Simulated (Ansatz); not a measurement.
NbH:

```
Nb H
1.0
    -1.60696    1.60696    1.98430
     1.60696   -1.60696    1.98430
     1.60696    1.60696   -1.98430
Nb H
1 1
Cartesian
  0.0000 0.0000 0.0000
  0.0000 0.0000 1.9843
```

The cell comes from a database or a generator and needn't be the stable form of this composition.

* Program: Ansatz 0.2.0
* Task: relaxation of cell and atoms
* Functional: PBEsol
* Potentials or basis: all-electron LAPW, scalar-relativistic
* Basis error allowed: 0.001 eV/atom
* k mesh: 12 × 12 × 12
* Occupations: fermi-dirac, width 0.05 eV
* Spin: no spin polarisation

At the start: volume 10.25 Å³/atom.

Question: How do energy, volume and symmetry change on relaxing?

Answer: Over 5 steps the energy falls by 9.3 meV/atom and the volume is 9.86 Å³/atom (-3.8 %); space group I4/mmm (No. 139, to 0.05 Å).

Step by step:
```csv
step,energy change (eV),largest force (eV/Å),volume (Å³)
1,0.0000,0.0000,20.50
2,-0.0181,0.0000,19.80
3,-0.0184,0.0000,19.71
4,-0.0185,0.0000,19.72
5,-0.0185,0.0000,19.72
```

Final structure:
```cif
data_structure
_symmetry_space_group_name_H-M 'P 1'
_symmetry_Int_Tables_number 1
_cell_length_a 2.9774
_cell_length_b 2.9774
_cell_length_c 2.9774
_cell_angle_alpha 115.538
_cell_angle_beta 115.538
_cell_angle_gamma 97.920
_cell_volume 19.72
loop_
_atom_site_label
_atom_site_type_symbol
_atom_site_fract_x
_atom_site_fract_y
_atom_site_fract_z
_atom_site_occupancy
Nb1 Nb 0.00000 0.00000 0.00000 1
H1 H 0.50000 0.50000 0.00000 1
```
